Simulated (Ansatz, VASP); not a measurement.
**One calculation of InP, two programs**

```
CELL_PARAMETERS angstrom
0.00000 2.93909 2.93909
2.93909 0.00000 2.93909
2.93909 2.93909 0.00000
ATOMIC_POSITIONS crystal
In 0.00000 0.00000 0.00000
P 0.25000 0.25000 0.25000
```

Alike in both runs: task single point; functional HSE06; k mesh 6 × 6 × 6; no spin polarisation.

```csv
,VASP,Ansatz
version,VASP 6.6.1,Ansatz 0.2.0
potentials or method,"VASP PAW PBE potentials, release 64 (In_d, P)","scalar-relativistic, plane waves, PAW"
plane-wave cutoff (eV),520,420
occupations,"gaussian, width 0.01 eV",fixed
valence electrons in the cell,18,18
```

```tsv
	VASP	Ansatz	Ansatz less VASP
gap on the k mesh at the Fermi level (eV)	1.45	1.45	+0.004
least direct gap on the mesh (eV)	1.45	1.45	+0.004
```

Caveats: spin-orbit coupling is left out, which moves the levels of the heavy elements.
